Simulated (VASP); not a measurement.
Runs of VASP 6.6.1 on ZnSe (Stilleite). The structure is cubic, space group F-43m (No. 216). The conventional cell has a = 5.668 Å, b = 5.668 Å, c = 5.668 Å, α = 90.00°, β = 90.00°, γ = 90.00°. Zn (site symmetry -43m) is surrounded by 4 Se at 2.45 Å. Se (site symmetry -43m) is surrounded by 4 Zn at 2.45 Å. 

| task | cell | gap on the mesh (eV) | pressure (GPa) |
| --- | --- | --- | --- |
| relaxation of the atoms | atoms relaxed from: a relaxed cell with its volume scaled by 0.98 | (a) | 1.4 |
| relaxation of cell and atoms | relaxed | 1.87 | 0.0 |
| relaxation of the atoms | atoms relaxed from: a relaxed cell with its volume scaled by 0.96 | 2.05 | 2.9 |
| relaxation of the atoms | atoms relaxed from: a relaxed cell with its volume scaled by 0.94 | 2.14 | 4.6 |

Alike in all rows: level r2SCAN; potentials or basis VASP PAW PBE potentials, release 64 (Zn, Se); no spin polarisation; k mesh 8 × 8 × 8; cutoff (eV) 600; smearing gaussian 0.03 eV.

Estimate the missing entries.

(a) 1.96.

Caveats: the relaxation stopped at its first step, so nothing moved; the PAW data sets were made with another functional, which shifts forces and pressure a little.

A k mesh can miss the band edges, and the runs leave out spin-orbit coupling on Se.

Runs at the PBE level aren't shown here.
